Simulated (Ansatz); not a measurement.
CdS (Greenockite): band structure with PBE

**The experiment to reproduce.**

From “Isotope dependence of band-gap energy”, 2008, arxiv:0807.2152, for a bulk crystal of CdS: band gap 2.5809 ± 0.0002 eV.

The system is CdS (Greenockite).

```
Cd S
1.0
     4.15000    0.00000    0.00000
    -2.07500    3.59401    0.00000
     0.00000    0.00000    6.73700
Cd S
2 2
Direct
  0.66667 0.33333 0.50000
  0.33333 0.66667 0.00000
  0.66667 0.33333 0.87500
  0.33333 0.66667 0.37500
```

```json
{"Program": "Ansatz 0.2.0", "Task": "band structure", "Functional": "PBE", "Potentials or basis": "Ansatz PAW", "Cutoff": "420 eV (not typed: the program's choice for these potentials)", "k mesh": "7 × 7 × 4", "Occupations": "fermi-dirac, width 0.05 eV", "Spin": "no spin polarisation", "Path": "[[\"G\", \"M\", \"K\", \"G\", \"A\", \"L\", \"H\", \"A\"], [\"L\", \"M\"], [\"K\", \"H\"]]", "Points for each segment of the path": "14"}
```

```json
{
  "Pressure": "2.1 GPa",
  "Largest force": "0.068 eV/Å",
  "Band gap on the k mesh": "1.20 eV, direct",
  "Band gap along the path": "1.20 eV, direct"
}
```

Forces on the atoms (eV/Å):
```
Cd   0.000  0.000 -0.068
Cd   0.000  0.000 -0.068
S    0.000  0.000  0.068
S    0.000  0.000  0.068
```

Stress tensor (GPa, compression positive):
```
1.86 0.00 0.00
0.00 1.86 0.00
0.00 0.00 2.50
```

Levels at the corners of the path, in eV from the valence-band top:
| point | band 24 | band 25 | band 26 | band 27 | band 28 | band 29 |
| --- | --- | --- | --- | --- | --- | --- |
| Γ | -0.04 | 0.00 | 0.00 | 1.20 | 2.79 | 6.46 |
| M | -1.84 | -1.28 | -0.73 | 3.70 | 3.89 | 5.11 |
| K | -1.83 | -1.83 | -1.59 | 4.65 | 5.07 | 5.07 |
| Γ | -0.04 | 0.00 | 0.00 | 1.20 | 2.79 | 6.46 |
| A | -0.39 | -0.39 | -0.39 | 2.84 | 2.84 | 6.17 |
| L | -1.32 | -1.31 | -1.31 | 3.48 | 3.48 | 5.39 |
| H | -2.37 | -1.10 | -1.10 | 4.39 | 4.39 | 6.09 |
| A | -0.39 | -0.39 | -0.39 | 2.84 | 2.84 | 6.17 |
| L | -1.32 | -1.31 | -1.31 | 3.48 | 3.48 | 5.39 |
| M | -1.84 | -1.28 | -0.73 | 3.70 | 3.89 | 5.11 |
| K | -1.83 | -1.83 | -1.59 | 4.65 | 5.07 | 5.07 |
| H | -2.37 | -1.10 | -1.10 | 4.39 | 4.39 | 6.09 |

Wall time 26 s on 2 threads of Intel(R) Xeon(R) Processor @ 2.50GHz (Skylake/Cascade Lake) (shared host), peak memory 0.53 GiB.

A measured gap of CdS is 2.5809 eV (quoted in “Isotope dependence of band-gap energy”, 2008, arxiv:0807.2152); the calculated 1.20 eV misses it by -1.38 eV. So large a miss can be the level of theory's own, or it may mean another phase, state or a wrong row. Spin-orbit coupling on Cd is left out. The value is that of PBE, without temperature or zero-point motion. Semilocal functionals fall short of measured gaps as a rule.
